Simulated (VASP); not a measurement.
Here is a VASP 6.6.1 calculation.

The input INCAR:

```
SYSTEM = Rh
PREC = Accurate
ENCUT = 520
EDIFF = 1E-6
ISMEAR = 1
SIGMA = 0.1
LREAL = .False.
LASPH = .True.
NELM = 80
ALGO = Fast
ISIF = 2
LWAVE = .False.
LCHARG = .True.
GGA = PS
LVHAR = .True.
```

The input KPOINTS:

```
regular mesh
0
Gamma
  18 18 18
  0 0 0
```

File POSCAR:

```
Rh                                      
1.0
    0.0000000000      1.8894509728      1.8894509728
    1.8894509728      0.0000000000      1.8894509728
    1.8894509728      1.8894509728     -0.0000000000
  Rh            
     1
Direct
     0.0000000000000000    0.0000000000000000    0.0000000000000000
```

Potentials or basis: VASP PAW PBE potentials, release 64 (Rh_pv).

Launch:

```bash
$ cat potpaw_PBE.64/Rh_pv/POTCAR > POTCAR
$ mpirun -np 1 vasp_std > vasp.out
```

Problem. What does it give for the band gap on the k mesh?

Solution. None (metal or under the smearing width).

Problem. Predict the pressure.

Solution. 0.1 GPa.

Caveat: the PAW data sets were made with another functional, which shifts forces and pressure a little.
